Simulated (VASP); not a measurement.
# HfN (P6_3/mmc) in VASP: notebook

The runs below take HfN through single point, with PBE.

Everything below comes from runs of VASP 6.6.1. Logs are shortened: lines on timing, memory, paths and dates and some standing lists are left out, and cuts for length are marked.

## 1. The structure

It takes space group P6_3/mmc (No. 194, hexagonal). The conventional cell has a = 3.134 Å, b = 3.134 Å, c = 5.417 Å, α = 90.00°, β = 90.00°, γ = 120.00°. Hf (site symmetry -6m2) is surrounded by 6 N at 2.26 Å. N (site symmetry -3m) has 6 Hf at 2.26 Å as nearest neighbours.

The cell comes from a database or a generator and needn't be the stable form of this composition.

## 2. Single point, PBE

INCAR reads:

```
PREC = Accurate ; ENCUT = 450
EDIFF = 1E-6 ; ISMEAR = 0
SIGMA = 0.02 ; LREAL = False
LASPH = True ; NELM = 60
ALGO = Normal ; ISIF = 2
LWAVE = False ; LCHARG = False
GGA = PE
```

KPOINTS reads:

```
regular mesh
0
Gamma
  5 5 3
```

POSCAR reads:

```
HfN
1.0
    3.1339080219      0.0000000000      0.0000000000
   -1.5669540110      2.7140439601      0.0000000000
    0.0000000000      0.0000000000      5.4167677200
Hf N
2 2
Direct
    0.3333333333      0.6666666667      0.2500000000
    0.6666666667      0.3333333333      0.7500000000
    0.0000000000      0.0000000000      0.5000000000
    0.0000000000      0.0000000000      0.0000000000
```

Potentials or basis: VASP PAW PBE potentials, release 64 (Hf_sv_GW, N_GW).

Command:

```
cat potpaw_PBE.64/Hf_sv_GW/POTCAR potpaw_PBE.64/N_GW/POTCAR > POTCAR
mpirun -np 1 vasp_std > vasp.out
```

OUTCAR:

```text
PREC = Accurate
   ENCUT = 450
   EDIFF = 1E-6
   ISMEAR = 0
   LREAL = False
   LASPH = True
   NELM = 60
   ISIF = 2
   GGA = PE

 ion  position               nearest neighbor table
   1  0.333  0.667  0.250-   3 2.26   4 2.26   3 2.26   4 2.26   3 2.26   4 2.26   2 3.26   2 3.26
                             2 3.26   2 3.26   2 3.26   2 3.26
   2  0.667  0.333  0.750-   3 2.26   4 2.26   3 2.26   4 2.26   3 2.26   4 2.26   1 3.26   1 3.26
                             1 3.26   1 3.26   1 3.26   1 3.26
   3  0.000  0.000  0.500-   1 2.26   2 2.26   2 2.26   1 2.26   2 2.26   1 2.26
   4  0.000  0.000  0.000-   1 2.26   2 2.26   2 2.26   1 2.26   2 2.26   1 2.26

  LATTYP: Found a hexagonal cell.
 ALAT       =     3.1339080219
 C/A-ratio  =     1.7284386402

  Lattice vectors:

 A1 = (   3.1339080219,   0.0000000000,   0.0000000000)
 A2 = (  -1.5669540110,   2.7140439601,   0.0000000000)
 A3 = (   0.0000000000,   0.0000000000,   5.4167677200)

Analysis of symmetry for initial positions (statically):
=====================================================================
 Subroutine PRICEL returns:
 Original cell was already a primitive cell.

 Routine SETGRP: Setting up the symmetry group for a
 hexagonal supercell.

 Subroutine GETGRP returns: Found 24 space group operations
 (whereof 12 operations were pure point group operations)
 out of a pool of 24 trial point group operations.

The static configuration has the point symmetry D_3d.
 The point group associated with its full space group is D_6h.

Analysis of symmetry for dynamics (positions and initial velocities):
=====================================================================
 Subroutine PRICEL returns:
 Original cell was already a primitive cell.

 Routine SETGRP: Setting up the symmetry group for a
 hexagonal supercell.

 Subroutine GETGRP returns: Found 24 space group operations
 (whereof 12 operations were pure point group operations)
 out of a pool of 24 trial point group operations.

The dynamic configuration has the point symmetry D_3d.
 The point group associated with its full space group is D_6h.

 Subroutine INISYM returns: Found 24 space group operations
 (whereof 12 operations are pure point group operations),
 and found     1 'primitive' translations

----------------------------------------------------------------------------------------

                                     Primitive cell

  volume of cell :      46.0727

  direct lattice vectors                    reciprocal lattice vectors
     3.133908022  0.000000000  0.000000000     0.319090411  0.184226935  0.000000000
    -1.566954011  2.714043960  0.000000000     0.000000000  0.368453870  0.000000000
     0.000000000  0.000000000  5.416767720     0.000000000  0.000000000  0.184611940

  length of vectors
     3.133908022  3.133908022  5.416767720     0.368453870  0.368453870  0.184611940

  position of ions in fractional coordinates (direct lattice)
     0.333333333  0.666666667  0.250000000
     0.666666667  0.333333333  0.750000000
     0.000000000  0.000000000  0.500000000
     0.000000000  0.000000000  0.000000000

  ion indices of the primitive-cell ions
   primitive index   ion index
                 1           1
                 2           2
                 3           3
                 4           4

----------------------------------------------------------------------------------------

 KPOINTS: regular mesh

Automatic generation of k-mesh.
 Grid dimensions read from file:
 generate k-points for:    5    5    3

 Generating k-lattice:

  Cartesian coordinates                     Fractional coordinates (reciprocal lattice)
     0.063818082  0.036845387  0.000000000     0.200000000  0.000000000  0.000000000
     0.000000000  0.073690774  0.000000000     0.000000000  0.200000000  0.000000000
     0.000000000  0.000000000  0.061537313     0.000000000  0.000000000  0.333333333

  Length of vectors
     0.073690774  0.073690774  0.061537313

  Shift w.r.t. Gamma in fractional coordinates (k-lattice)
     0.000000000  0.000000000  0.000000000

 Subroutine IBZKPT returns following result:
 ===========================================

 Found     10 irreducible k-points:

 Following reciprocal coordinates:
            Coordinates               Weight
  0.000000  0.000000  0.000000      1.000000
  0.200000 -0.000000  0.000000      6.000000
  0.400000  0.000000  0.000000      6.000000
  0.200000  0.200000  0.000000      6.000000
  0.400000  0.200000  0.000000      6.000000
  0.000000  0.000000  0.333333      2.000000
  0.200000 -0.000000  0.333333     12.000000
  0.400000  0.000000  0.333333     12.000000
  0.200000  0.200000  0.333333     12.000000
  0.400000  0.200000  0.333333     12.000000
   k-points           NKPTS =     10   k-points in BZ     NKDIM =     10   number of bands    NBANDS=     21
   number of dos      NEDOS =    301   number of ions     NIONS =      4
   total plane-waves  NPLWV =  23040
   dimension x,y,z NGX =    24 NGY =   24 NGZ =   40
   dimension x,y,z NGXF=    48 NGYF=   48 NGZF=   80
   ions per type =               2   2
   NGX,Y,Z   is equivalent  to a cutoff of  12.73, 12.73, 12.28 a.u.
   NGXF,Y,Z  is equivalent  to a cutoff of  25.46, 25.46, 24.55 a.u.
 SYSTEM =  unknown system
   PREC   = accura    normal or accurate (medium, high low for compatibility)
   ISTART =      0    job   : 0-new  1-cont  2-samecut
   ICHARG =      2    charge: 1-file 2-atom 10-const
   ISPIN  =      1    spin polarized calculation?
   LNONCOLLINEAR =      F non collinear calculations
   LSORBIT =      F    spin-orbit coupling
   LASPH  =      T    aspherical Exc in radial PAW
   ENCUT  =  450.0 eV  33.07 Ry    5.75 a.u.   5.42  5.42  9.37*2*pi/ulx,y,z
   NELM   =     60;   NELMIN=  2; NELMDL= -5     # of ELM steps
   EDIFF  = 0.1E-05   stopping-criterion for ELM
   LREAL  =      F    real-space projection
   EDIFFG = 0.1E-04   stopping-criterion for IOM
   NSW    =      0    number of steps for IOM
   IBRION =     -1    ionic relax: 0-MD 1-quasi-New 2-CG
   NFREE  =      0    steps in history (QN), initial steepest desc. (CG)
   ISIF   =      2    stress and relaxation
   ISYM   =      2    0-nonsym 1-usesym 2-fastsym
   POTIM  = 0.5000    time-step for ionic-motion
   TEBEG  =    0.0;   TEEND  =   0.0 temperature during run
   PSTRESS=    0.0 pullay stress
   NELECT =      34.0000    total number of electrons
   NUPDOWN=      -1.0000    fix difference up-down
   EMIN   =  10.00;   EMAX   =-10.00  energy-range for DOS
   EFERMI =   0.00;   METHOD = LEGACY
   ISMEAR =     0;   SIGMA  =   0.02  broadening in eV -4-tet -1-fermi 0-gaus
   EFERMI_NEDOS =   21; number of points for ismear=-14 and -15
   IALGO  =     38    algorithm
   IMIX   =      4    mixing-type and parameters
     AMIX     =   0.40;   BMIX     =  1.00
     AMIX_MAG =   1.60;   BMIX_MAG =  1.00
  volume/ion in A,a.u.               =      11.52        77.73
  Fermi-wavevector in a.u.,A,eV,Ry     =   1.479404  2.795668 29.778190  2.188635
  Thomas-Fermi vector in A             =   2.593566
   LORBIT       =      0    0 simple, 1 ext, 2 COOP (PROOUT), +10 PAW based schemes
   GGA     = PE    functional components
   LHFCALC =     F    Hartree Fock is set to
   AEXX    =    0.0000 exact exchange contribution
   IVDW    =     0    specifies the selected vdW correction
   LEPSILON=     F    determine dielectric tensor
   LRPA    =     F    only Hartree local field effects (RPA)
 non-spin polarized calculation
 Gauss-broadening in eV      SIGMA  =   0.02
  energy-cutoff  :      450.00
  volume of cell :       46.07
 maximum number of plane-waves:      1021
 NGX is ok and might be reduce to    24
   NGX = 11   NGY = 11   NGZ = 19

 number of electron      33.9999989 magnetization

 Free energy of the ion-electron system (eV)
  ---------------------------------------------------
  ext. energy  EPLUGINS =         0.00000000
  ---------------------------------------------------
  free energy    TOTEN  =       -48.95327479 eV

  energy without entropy =      -48.95202761  energy(sigma->0) =      -48.95265120

 E-fermi :  12.1693     XC(G=0): -13.1618

 val. band max:       11.1966611113   @ k =   0.4000   0.2000   0.3333
 cond. band min:      12.1844724476   @ k =   0.4000   0.0000   0.3333
 fundamental gap:      0.9878113364
 Fermi energy:        12.1693383430

 k-point     1 :       0.0000    0.0000    0.0000
  band No.  band energies     occupation
      1     -50.6756      2.00000
      2     -50.6274      2.00000
      3     -20.0008      2.00000
      4     -19.1418      2.00000
      5     -19.0431      2.00000
      6     -19.0431      2.00000
[... 13 lines left out ...]
     20      12.7841      0.00000
     21      13.5681      0.00000

 k-point     2 :       0.2000   -0.0000    0.0000
  band No.  band energies     occupation
      1     -50.6539      2.00000
      2     -50.6140      2.00000
      3     -19.8675      2.00000
      4     -19.3578      2.00000
      5     -19.2626      2.00000
      6     -19.1579      2.00000
[... 13 lines left out ...]
     20      14.8069      0.00000
     21      14.8651      0.00000

 k-point     3 :       0.4000    0.0000    0.0000
  band No.  band energies     occupation
      1     -50.6158      2.00000
      2     -50.5947      2.00000
      3     -19.8484      2.00000
      4     -19.6650      2.00000
      5     -19.5920      2.00000
      6     -19.2572      2.00000
[... 13 lines left out ...]
     20      15.3427      0.00000
     21      16.2342      0.00000

 k-point     4 :       0.2000    0.2000    0.0000
  band No.  band energies     occupation
      1     -50.6235      2.00000
      2     -50.5979      2.00000
      3     -19.6637      2.00000
      4     -19.6591      2.00000
      5     -19.5665      2.00000
      6     -19.2600      2.00000
[... 13 lines left out ...]
     20      15.8612      0.00000
     21      15.9880      0.00000

 k-point     5 :       0.4000    0.2000    0.0000
  band No.  band energies     occupation
      1     -50.6011      2.00000
      2     -50.5915      2.00000
      3     -19.8453      2.00000
      4     -19.6419      2.00000
      5     -19.4619      2.00000
      6     -19.4370      2.00000
[... 13 lines left out ...]
     20      15.6709      0.00000
     21      16.2335      0.00000

 k-point     6 :       0.0000    0.0000    0.3333
  band No.  band energies     occupation
      1     -50.6636      2.00000
      2     -50.6397      2.00000
      3     -19.8007      2.00000
      4     -19.3716      2.00000
      5     -19.0285      2.00000
      6     -19.0285      2.00000
[... 13 lines left out ...]
     20      13.8297      0.00000
     21      13.9027      0.00000

 k-point     7 :       0.2000   -0.0000    0.3333
  band No.  band energies     occupation
      1     -50.6438      2.00000
      2     -50.6240      2.00000
      3     -19.7329      2.00000
      4     -19.4506      2.00000
      5     -19.2827      2.00000
      6     -19.1921      2.00000
[... 13 lines left out ...]
     20      14.3155      0.00000
     21      14.6483      0.00000

 k-point     8 :       0.4000    0.0000    0.3333
  band No.  band energies     occupation
      1     -50.6105      2.00000
      2     -50.6000      2.00000
      3     -19.8765      2.00000
      4     -19.7843      2.00000
      5     -19.4183      2.00000
      6     -19.2567      2.00000
[... 13 lines left out ...]
     20      15.8917      0.00000
     21      16.0591      0.00000

 k-point     9 :       0.2000    0.2000    0.3333
  band No.  band energies     occupation
      1     -50.6172      2.00000
      2     -50.6043      2.00000
      3     -19.7249      2.00000
      4     -19.6913      2.00000
      5     -19.4087      2.00000
      6     -19.3286      2.00000
[... 13 lines left out ...]
     20      15.1043      0.00000
     21      16.4145      0.00000

 k-point    10 :       0.4000    0.2000    0.3333
  band No.  band energies     occupation
      1     -50.5988      2.00000
      2     -50.5940      2.00000
      3     -19.8392      2.00000
      4     -19.7501      2.00000
      5     -19.4955      2.00000
      6     -19.3954      2.00000
[... 13 lines left out ...]
     20      15.9399      0.00000
     21      16.9813      0.00000

------------------------ aborting loop because EDIFF is reached ----------------------------------------

  FORCE on cell =-STRESS in cart. coord.  units (eV):
  Direction    XX          YY          ZZ          XY          YZ          ZX
  --------------------------------------------------------------------------------------
  -------------------------------------------------------------------------------------
  Total        1.1001146      1.1001146      0.8628530     -0.0000000      0.0000000      0.0000000
  in kB       38.2564957     38.2564957     30.0057201     -0.0000000      0.0000000      0.0000000
  external PRESSURE =      35.5062372 kB  Pullay stress =       0.0000000 kB

 VOLUME and BASIS-vectors are now :
 -----------------------------------------------------------------------------
  energy-cutoff  :      450.00
  volume of cell :       46.07
      direct lattice vectors                 reciprocal lattice vectors
     3.133908022  0.000000000  0.000000000     0.319090411  0.184226935  0.000000000
    -1.566954011  2.714043960  0.000000000     0.000000000  0.368453870  0.000000000
     0.000000000  0.000000000  5.416767720     0.000000000  0.000000000  0.184611940

 POSITION                                       TOTAL-FORCE (eV/Angst)
 -----------------------------------------------------------------------------------
     -0.00000      1.80936      1.35419        -0.000000     -0.000000      0.000000
      1.56695      0.90468      4.06258        -0.000000      0.000000      0.000000
      0.00000      0.00000      2.70838        -0.000000      0.000000      0.000000
      0.00000      0.00000      0.00000         0.000000      0.000000      0.000000
 -----------------------------------------------------------------------------------
    total drift:                                0.000000     -0.000000      0.000000

  FREE ENERGIE OF THE ION-ELECTRON SYSTEM (eV)
  ---------------------------------------------------
  free  energy   TOTEN  =       -48.9532747863 eV

  energy  without entropy=      -48.9520276073  energy(sigma->0) =      -48.95265120
```

Run time: 9 s. Hardware: 1 thread of AMD EPYC 9R45 (Zen 5), shared host; peak memory 0.13 GiB.

What came out:

| Item | Value |
| --- | --- |
| Free energy | -48.9533 eV |
| Band gap on the k mesh | none (metal or under the smearing width) |

Levels at points of the mesh, in eV from the Fermi level:
```
           k point  band 15  band 16  band 17  band 18  band 19  band 20
(0.00, 0.00, 0.00)    -4.02    -2.17    -1.07     0.26     0.26     0.61
```

Caveat: the k mesh is coarse (spacing up to 0.46 Å⁻¹), so the values aren't converged; the cutoff is under 1.25 times the usual one of these potentials, so pressure, stress and relaxed cells hold a basis-set (Pulay) error.

## 3. Single point, PBE

INCAR reads:

```
SYSTEM = HfN
PREC = Accurate
ENCUT = 400
EDIFF = 1E-6
ISMEAR = 0
SIGMA = 0.02
LREAL = .FALSE.
LASPH = .TRUE.
NELM = 80
ALGO = Fast
ISIF = 2
LWAVE = .FALSE.
LCHARG = .FALSE.
GGA = PE
```

KPOINTS reads:

```
regular mesh
0
G
  5 5 3
  0 0 0
```

POSCAR is that of step 2.

Potentials or basis: VASP PAW PBE potentials, release 64 (Hf_sv_GW, N_GW).

Command:

```
cat potpaw_PBE.64/Hf_sv_GW/POTCAR potpaw_PBE.64/N_GW/POTCAR > POTCAR
mpirun -np 1 vasp_std > vasp.out
```

Wall time 16 s (1 thread of Intel Xeon Platinum 8559C (Emerald Rapids), shared host); peak memory 0.13 GiB.

The run converged, but a check on its numbers failed (symmetry, net force, bounds or a known fault of this set-up), so they aren't taken as properties of the crystal.

Caveat: the k mesh is coarse (spacing up to 0.46 Å⁻¹), so the values aren't converged; the cutoff lies under the usual one of these potentials, so the numbers hold a large basis-set error.

## 4. Single point, PBE

INCAR reads:

```
SYSTEM = HfN
  ALGO = Normal
  EDIFF = 1E-7
  ENCUT = 500
  GGA = PE
  ISIF = 2
  ISMEAR = 0
  LASPH = .TRUE.
  LCHARG = .TRUE.
  LELF = .TRUE.
  LREAL = .FALSE.
  LVHAR = .TRUE.
  LWAVE = .FALSE.
  NBANDS = 25
  NELM = 60
  PREC = Accurate
  SIGMA = 0.02
```

KPOINTS reads:

```
k-points
0
G
  5 5 3
  0 0 0
```

POSCAR is that of step 3.

Command:

```
cat potpaw_PBE.64/Hf_sv_GW/POTCAR potpaw_PBE.64/N_GW/POTCAR > POTCAR
mpirun -np 1 vasp_std > vasp.out
```

Run time: 12 s. Hardware: 1 thread of AMD EPYC 9R45 (Zen 5), shared host; peak memory 0.13 GiB.

Results (log left out):

```
Free energy            : -48.9759 eV
Pressure               : 5.1 GPa
Band gap on the k mesh : none (metal or under the smearing width)
```

Stress tensor (GPa, compression positive):
```
5.42 0.00 0.00
0.00 5.42 0.00
0.00 0.00 4.57
```

Levels at points of the mesh, in eV from the Fermi level:
| k point | band 13 | band 14 | band 15 | band 16 | band 17 | band 18 | band 19 | band 20 | band 21 | band 22 |
| --- | --- | --- | --- | --- | --- | --- | --- | --- | --- | --- |
| (0.00, 0.00, 0.00) | -5.20 | -4.02 | -4.02 | -2.18 | -1.07 | 0.26 | 0.26 | 0.62 | 1.40 | 1.40 |

Caveat: the k mesh is coarse (spacing up to 0.46 Å⁻¹), so the values aren't converged; the cutoff is under 1.25 times the usual one of these potentials, so pressure, stress and relaxed cells hold a basis-set (Pulay) error. Spin-orbit coupling is left out, which matters for the levels of Hf.

## 5. Single point, PBE

INCAR reads:

```
  ADDGRID = F
  ALGO = Normal
  EDIFF = 1E-8
  ENCUT = 900
  GGA = PE
  ISIF = 2
  ISMEAR = 0
  LASPH = T
  LCHARG = F
  LREAL = F
  LWAVE = F
  NELM = 100
  PREC = Accurate
  SIGMA = 0.02
```

KPOINTS reads:

```
k-points
0
Gamma
  8 8 4
```

POSCAR is that of step 4.

Potentials or basis: VASP PAW PBE potentials, release 64 (Hf_pv, N).

Command:

```
cat potpaw_PBE.64/Hf_pv/POTCAR potpaw_PBE.64/N/POTCAR > POTCAR
mpirun -np 1 vasp_std > vasp.out
```

It took 88 s on 1 thread of Intel Xeon Platinum 8488C (Sapphire Rapids), shared host; peak memory 0.24 GiB.

The run converged. Its results:

- Free energy: -43.3791 eV
- Pressure: 4.4 GPa
- Band gap on the k mesh: none (metal or under the smearing width)

Stress tensor (GPa, compression positive):
```
4.59 0.00 0.00
0.00 4.59 0.00
0.00 0.00 3.91
```

Levels at points of the mesh, in eV from the Fermi level:
| k point | band 11 | band 12 | band 13 | band 14 | band 15 | band 16 | band 17 | band 18 | band 19 |
| --- | --- | --- | --- | --- | --- | --- | --- | --- | --- |
| (0.00, 0.00, 0.00) | -4.56 | -3.42 | -3.42 | -1.57 | -0.43 | 0.90 | 0.90 | 1.21 | 2.04 |
| (0.50, 0.00, 0.00) | -5.61 | -5.30 | -3.10 | -2.62 | -2.27 | 2.61 | 2.91 | 4.61 | 4.83 |
| (0.00, 0.00, 0.50) | -4.21 | -4.21 | -4.21 | -4.21 | 2.03 | 2.03 | 3.08 | 3.11 | 3.15 |
| (0.50, 0.00, 0.50) | -5.29 | -5.29 | -4.31 | -4.31 | -0.11 | -0.11 | 4.89 | 4.89 | 4.98 |

The run has no spin-orbit coupling, so splittings on Hf are missing.

(Continued in part 2 of 2.)
